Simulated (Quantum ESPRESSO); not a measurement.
**B: phonons at R under several settings**

```
B
1.0
     1.88524    0.00000    0.00000
     0.00000    1.88524    0.00000
     0.00000    0.00000    1.88524
B
1
Direct
  0.50000 0.50000 0.50000
```

The cell was built by a generator and needn't be a form met in nature.

All runs used Quantum ESPRESSO 7.5; potentials GBRV 1.5 LDA; k mesh 8 × 8 × 8, shifted; no spin polarisation; cutoff 612 eV; occupations fermi-dirac, width 0.05 eV.

```tsv
level	geometry	volume (Å³/atom)	pressure (GPa)	frequencies (cm⁻¹)
LDA	relaxed at 0 GPa	6.49	0.0	526 526 526
LDA	relaxed at 10 GPa	?	10.1	?
LDA	relaxed at 25 GPa	5.95	25.1	655 655 655
LDA	relaxed at 50 GPa	5.57	50.0	754 754 754
LDA	relaxed at 80 GPa	5.21	80.0	851 851 851
```

Problem. What stands in the row left open?

Solution. Volume 6.25 Å³/atom; frequencies 583 583 583 cm⁻¹.

Caveats: all runs use coarse meshes; the mesh is thin for the phonons of a metal; the cell is more than 3 GPa from zero pressure, which shifts response properties (some runs).

For the row left open. Caveat: the k mesh is coarse (spacing up to 0.42 Å⁻¹), so the values aren't converged; the mesh is thin for the phonons of a metal; the cell is more than 3 GPa from zero pressure, which shifts response properties.
